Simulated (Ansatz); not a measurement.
Here is an Ansatz 0.2.0 calculation.

The input input.yaml:

```yaml
crystal:
  lattice:
    - [0.0, 3.15085, 3.15085]
    - [3.15085, 0.0, 3.15085]
    - [3.15085, 3.15085, 0.0]
  atoms:
    - { symbol: Te, position: [0.5, 0.5, 0.5] }
    - { symbol: Sn, position: [0.0, 0.0, 0.0] }
hamiltonian:
  xc: pbe
  pseudopotentials: { kind: paw }
kpoints:
  mp_grid: { grid: [7, 7, 7] }
scf:
  occupations: { method: fermi_dirac, width: 0.05 }
output:
  forces: true
  stress: true
  eigenvalues: true
  write_density: true
  write_potential: true
  elf: true
  volumetric_format: npy
relax:
  f_tol: 0.01
  max_steps: 40
  cell: { stress_tol: 0.05, p_target: 2.0 }
```

Potentials or basis: Ansatz PAW.

The run is started by

```bash
$ ansatz run input.yaml --threads 2 --pin off --max-ram 5632MiB --backend cpu --events-out ev --progress --plain --runs-dir out
```

Question: What does it give for the relaxed volume?

Answer: 31.43 Å³/atom.

Question: What does it give for the space group after relaxing (to 0.05 Å)?

Answer: Fm-3m (No. 225).

Question: Predict the relaxed cell.

Answer: a = 4.463 Å, b = 4.463 Å, c = 4.463 Å, α = 60.00°, β = 60.00°, γ = 60.00°.

Step by step:
| step | energy change (eV) | largest force (eV/Å) | volume (Å³) |
| --- | --- | --- | --- |
| 1 | 0.0000 | 0.0000 | 62.56 |
| 2 | -0.0053 | 0.0000 | 62.98 |
| 3 | -0.0038 | 0.0000 | 62.85 |
| 4 | -0.0038 | 0.0000 | 62.85 |

Caveat: this odd mesh misses L, where the gap lies, so gap, dielectric constants and Born charges aren't listed; the plane-wave basis is chosen anew once the cell has moved, so the energies of steps on either side of that aren't comparable. Zero-point motion and thermal expansion aren't in these numbers.
